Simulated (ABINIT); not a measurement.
A run of ABINIT 10.8.3 (patched build):

The input run.abi:

```
pp_dirpath "./"
pseudos "Hg.upf, Te.upf"

acell 8.5906751133 8.5906751133 8.5906751133
rprim
     0.0000000000     0.7071067812     0.7071067812
     0.7071067812     0.0000000000     0.7071067812
     0.7071067812     0.7071067812     0.0000000000
ntypat 2
znucl 80 52
natom 2
typat 1 2
xred
     0.0000000000     0.0000000000     0.0000000000
     0.7500000000     0.7500000000     0.7500000000

ecut 34.0

kptopt 1
ngkpt 5 5 5
nshiftk 1
shiftk 0.0 0.0 0.0

ixc 11

nband 22
occopt 3
tsmear 0.00183747

nstep 100
tolvrs 1.0e-10

iomode 3
prtwf 0
prtden 0
prteig 0
prtebands 0
```

Potentials or basis: PseudoDojo NC SR PBE v0.4.1 standard.

Command:

```sh
$ abinit run.abi > log 2>&1
```

Hardware: 1 thread of Arm Neoverse V1 (shared host).

Estimate the wall time of this run.

Run time: 40 s on 1 thread of Arm Neoverse V1 (shared host), peak memory 0.1 GiB. Counts: scf iterations 11, k points 10, bands 22, plane waves 4265.
